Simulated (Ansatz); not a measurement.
Crystal: Al2O3 (Corundum).

```xyz
10
Lattice="2.3803 1.3742 4.3319 -2.3803 1.3742 4.3319 0.0000 -2.7485 4.3319" Properties=species:S:1:pos:R:3 pbc="T T T"
Al    0.0000    0.0000   11.0743
Al    0.0000    0.0000    8.4191
Al    0.0000    0.0000    1.9213
Al    0.0000    0.0000    4.5765
O    -1.6503   -0.1099    5.4148
O     0.7300    1.4841    5.4148
O     0.9203   -1.3742    5.4148
O     1.6503    0.1099    7.5808
O    -0.7300   -1.4841    7.5808
O    -0.9203    1.3742    7.5808
```

Base run:

| Property | Result |
| --- | --- |
| Program | Ansatz 0.2.0 |
| Functional | exchange-only PBE |
| Potentials or basis | Ansatz PAW |
| Cutoff | 420 eV (not typed: the program's choice for these potentials) |
| k mesh | 7 × 7 × 7 |
| Occupations | fermi-dirac, width 0.05 eV |
| Spin | no spin polarisation |

Its results: band gap on the k mesh 6.54 eV, direct; pressure 25.7 GPa; largest force 0.116 eV/Å.

Problem. The run is repeated on the same cell with these changes: functional from exchange-only PBE to RPBE. What comes out?

Solution. Band gap on the k mesh 6.31 eV, direct; pressure 12.6 GPa; largest force 0.044 eV/Å.

Caveats: the PAW data sets come from PBE, with cores solved anew for the run's functional, which leaves a small shift of forces and pressure; so large a pressure means that the cell lies far from this level's equilibrium, or that cutoff or potentials fall short (some runs).
